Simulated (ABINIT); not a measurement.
A run of ABINIT 10.8.3 (patched build) is set up as follows.

The input run.abi:

```
ndtset 2

pp_dirpath "./"
pseudos "Ge.LDA_PW-JTH.xml"

acell 3.9975858431 3.9975858432 6.59937795 Angstrom
rprim
     1.0000000000     0.0000000000     0.0000000000
    -0.5000000000     0.8660254038     0.0000000000
     0.0000000000     0.0000000000     1.0000000000
ntypat 1
znucl 32
natom 4
typat 1 1 1 1
xred
     0.3333333333     0.6666666667     0.9370987500
     0.6666666667     0.3333333333     0.4370987500
     0.3333333333     0.6666666667     0.5629012500
     0.6666666667     0.3333333333     0.0629012500

ecut 26.0
pawecutdg 48.0

ixc -208012
usekden 1
pawxcdev 0

occopt 3
tsmear 0.00183747

nstep 100
diemix 0.3
optforces 0
optstress 0

iomode 3
prtwf 0
prteig 0
prtebands 0
enunit 1
prtden1 1
prtkden1 1

kptopt1 1
ngkpt1 4 4 2
nshiftk1 1
shiftk1 0.0 0.0 0.0
nband1 34
tolvrs1 1.0e-7

iscf2 -2
getden2 1
getkden2 1
nband2 40
nbdbuf2 4
tolwfr2 1.0e-11
kptopt2 -7
ndivsm2 5
prteig2 1
kptbounds2
     0.0000000000     0.0000000000     0.0000000000
     0.5000000000     0.0000000000     0.0000000000
     0.3333333333     0.3333333333     0.0000000000
     0.0000000000     0.0000000000     0.0000000000
     0.0000000000     0.0000000000     0.5000000000
     0.5000000000     0.0000000000     0.5000000000
     0.3333333333     0.3333333333     0.5000000000
     0.0000000000     0.0000000000     0.5000000000
```

Potentials or basis: JTH PAW LDA v2.0.

Run with:

```sh
$ abinit run.abi > log 2>&1
```

**Question.** Predict the band gap on the k mesh.

**Answer.** 0.49 eV, direct.

**Question.** Predict the band gap along the path.

**Answer.** 0.49 eV, direct.

Levels at the corners of the path, in eV from the valence-band top:
| point | band 25 | band 26 | band 27 | band 28 | band 29 | band 30 | band 31 | band 32 |
| --- | --- | --- | --- | --- | --- | --- | --- | --- |
| Γ | -1.56 | -0.25 | 0.00 | 0.00 | 0.49 | 0.87 | 2.47 | 2.47 |
| M | -4.52 | -3.10 | -2.76 | -1.52 | 0.97 | 2.15 | 3.88 | 3.89 |
| K | -4.88 | -3.44 | -3.44 | -3.18 | 1.87 | 5.02 | 5.02 | 5.51 |
| Γ | -1.56 | -0.25 | 0.00 | 0.00 | 0.49 | 0.87 | 2.47 | 2.47 |
| A | -0.95 | -0.95 | -0.95 | -0.95 | 1.25 | 1.25 | 3.56 | 3.56 |
| L | -2.54 | -2.54 | -2.46 | -2.46 | 1.01 | 1.01 | 2.41 | 2.41 |
| H | -4.21 | -4.21 | -2.08 | -2.08 | 1.65 | 1.65 | 4.48 | 4.48 |
| A | -0.95 | -0.95 | -0.95 | -0.95 | 1.25 | 1.25 | 3.56 | 3.56 |

Caveat: the k mesh is coarse (spacing up to 0.48 Å⁻¹), so the values aren't converged; the constant c of TB-mBJ comes from the pseudo density here, which moves gaps by up to 0.3 eV between sets of potentials.
